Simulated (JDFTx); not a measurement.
BaTiO3:

```
Ba Ti O
1.0
     2.82767    1.63255    2.31773
    -2.82767    1.63255    2.31773
     0.00000   -3.26511    2.31773
Ba Ti O
1 1 3
Direct
  0.03347 0.98847 0.00184
  0.50610 0.52748 0.53723
  0.48625 0.49715 0.97115
  0.47409 0.98642 0.47201
  0.97879 0.47918 0.49647
```

Program: JDFTx 1.7.0 (patched build). Alike in all runs: task single point; potentials or basis SG15-PBE-1.2 with smoothed tails; no spin polarisation; cell as given; k mesh 2 × 2 × 2; cutoff (eV) 1361; smearing fermi-dirac 0.05 eV; the mesh is coarse, so values aren't converged.

Order these runs on this cell by their band gap on the k mesh, lowest first.
A. level SCAN
B. level TPSS
C. level LDA

C (2.69 eV), B (2.86 eV), A (3.19 eV).

Caveats: all runs use coarse meshes; the empty levels aren't tightly converged; spin-orbit coupling is left out, which moves the levels of the heavy elements.

A k mesh can miss the band edges.
